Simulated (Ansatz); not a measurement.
Space group P6_3/mmc (No. 194). a = 3.234 Å, b = 3.234 Å, c = 5.167 Å, α = 90.00°, β = 90.00°, γ = 120.00°
```tsv
atom	site	symmetry	x	y	z
Zr	2c	-6m2	0.3333	0.6667	0.2500
```

Equation of state of this Zr structure (not necessarily the ground state), with shape and atoms relaxed at each volume where symmetry leaves them free. It has no gap at any of these volumes. These are results of Ansatz, DFT PBE, scalar-relativistic, plane waves, PAW, not measurements.

Settings: cutoff 420 eV, Γ-centred mesh 18×18×8 on the computed 2-atom cell, Gaussian smearing of 0.10 eV; no spin polarisation.

| V (Å³/atom) | E − E(largest V) (meV/atom) | P (GPa) |
| --- | --- | --- |
| 21.993 | 4.31 | 6.36 |
| 22.695 | -16.09 | 2.97 |
| 23.397 | -22.56 | -0.01 |
| 24.099 | -16.72 | -2.65 |
| 24.801 | 0.00 | -4.97 |

**Question.** Fit a third-order Birch–Murnaghan equation to E(V).

**Answer.** V0 = 23.40 Å³/atom, B0 = 93 GPa, B0' = 3.1.